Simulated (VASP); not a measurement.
# Li₁₂H: harmonic vibrations of an adsorbate, by atoms left free

Li₁₂H, slab, 13 atoms in the cell. PBE, harmonic vibrations; PAW potentials Li_sv, H (PBE set).

| Atoms left free | Zero-point energy (eV) | Vibrational entropy at 298 K (meV/K) | Displaced cells | Ionic steps, all stages | Electronic steps, all stages | Time (s) |
|---|---|---|---|---|---|---|
| the adsorbate | 0.152 | 0.026 | 6 | 23 | 343 | 609 |
| the adsorbate and the three nearest surface atoms | 0.274 | 0.892 | 24 | 41 | 536 | 935 |
| the adsorbate and the four nearest surface atoms | 0.307 | 1.254 | 30 | 47 | 595 | 1023 |

Limits: the slab is thin and the surface cell small, so the value carries both errors; the zero-point energy and the entropy count all atoms left free, so they grow with their number.

## Input of the first row

INCAR.step1:
```
  ALGO = Normal
  EDIFF = 1E-7
  EDIFFG = -0.01
  ENCUT = 500
  IBRION = 2
  ISIF = 2
  ISMEAR = 1
  KPAR = 2
  LASPH = T
  LCHARG = F
  LREAL = F
  LWAVE = F
  NELM = 100
  NSW = 100
  POTIM = 0.5
  PREC = Accurate
  SIGMA = 0.1
```

INCAR.step2, as INCAR.step1 but for:
```
- EDIFFG = -0.01
- IBRION = 2
- ISIF = 2
- NSW = 100
- POTIM = 0.5
+ IBRION = 5
+ NFREE = 2
+ NSW = 1
+ POTIM = 0.015
```

KPOINTS:
```
k-points
0
Gamma
  3 3 1
```

POSCAR.step1:
```
Li12H
1.0
    6.2281965287      0.0000000000      0.0000000000
    3.1140982643      5.3937764136      0.0000000000
    0.0000000000      0.0000000000     20.2553011710
Li H
12 1
Selective dynamics
Direct
    0.1666666667      0.1666666667      0.2962187503  F F F
    0.6666666667      0.1666666667      0.2962187503  F F F
    0.1666666667      0.6666666667      0.2962187503  F F F
    0.6666666667      0.6666666667      0.2962187503  F F F
   -0.1666666667      0.3333333333      0.4217488801  T T T
    0.3333333333      0.3333333333      0.4217488801  T T T
   -0.1666666667      0.8333333333      0.4217488801  T T T
    0.3333333333      0.8333333333      0.4217488801  T T T
    0.0000000000      0.0000000000      0.5472790099  T T T
    0.5000000000      0.0000000000      0.5472790099  T T T
    0.0000000000      0.5000000000      0.5472790099  T T T
    0.5000000000      0.5000000000      0.5472790099  T T T
    0.1666666667      0.1666666667      0.5719639058  T T T
```

POSCAR.step2:
```
Li12H
1.0
    6.2281965287      0.0000000000      0.0000000000
    3.1140982643      5.3937764136      0.0000000000
    0.0000000000      0.0000000000     20.2553011710
Li H
12 1
Selective dynamics
Direct
    0.1666666667      0.1666666667      0.2962187503  F F F
    0.6666666667      0.1666666667      0.2962187503  F F F
    0.1666666667      0.6666666667      0.2962187503  F F F
    0.6666666667      0.6666666667      0.2962187503  F F F
    0.8401939285      0.3299030357      0.4097090585  F F F
    0.3299030357      0.3299030357      0.4097090585  F F F
    0.8333333333      0.8333333333      0.4246021574  F F F
    0.3299030357      0.8401939285      0.4097090585  F F F
    0.0169511640      0.0169511640      0.5370857645  F F F
    0.4660976720      0.0169511640      0.5370857645  F F F
    0.0169511640      0.4660976720      0.5370857645  F F F
    0.5000000000      0.5000000000      0.5188342359  F F F
    0.1666666667      0.1666666667      0.5774235883  T T T
```

Commands (each step's output is kept before the next begins):
```
cat potpaw_PBE.64/Li_sv/POTCAR potpaw_PBE.64/H/POTCAR > POTCAR
cp INCAR.step1 INCAR
cp POSCAR.step1 POSCAR
mpirun -np 4 vasp_std > vasp.out
# POSCAR: the relaxed cell, only the named atoms free
cp INCAR.step2 INCAR
cp POSCAR.step2 POSCAR
mpirun -np 4 vasp_std > vasp.out
```

VASP 6.6.1 took 609 s on 4 cores (Intel Xeon Platinum 8488C (Sapphire Rapids)), a shared host.
